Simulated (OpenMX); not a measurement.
Crystal: CuAu.

```
CELL_PARAMETERS angstrom
2.81075 0.00000 0.00000
0.00000 2.81075 0.00000
0.00000 0.00000 3.68500
ATOMIC_POSITIONS crystal
Au 0.00000 0.00000 0.00000
Cu 0.50000 0.50000 0.50000
```

Base run:

| Quantity | Value |
| --- | --- |
| Program | OpenMX 3.8.5 |
| Functional | PBE |
| Potentials or basis | OpenMX 2013 PBE set, Au7.0-s3p2d2f1, Cu6.0H-s3p2d2, grid cutoff 500 Ry |
| k mesh | 7 × 7 × 5 |
| Occupations | fermi-dirac, width 0.05 eV |
| Spin | no spin polarisation |

Its results: pressure 6.5 GPa.

Q: The run is repeated on the same cell with these changes: functional from PBE to LDA; potentials or basis from OpenMX 2013 PBE set, Au7.0-s3p2d2f1, Cu6.0H-s3p2d2, grid cutoff 500 Ry to OpenMX 2013 LDA set, Au7.0-s3p2d2f1, Cu6.0H-s3p2d2, grid cutoff 500 Ry. What comes out?

A: Pressure -7.4 GPa.

Caveats: the basis of atomic orbitals isn't converged, which shifts pressures, moduli and gaps.
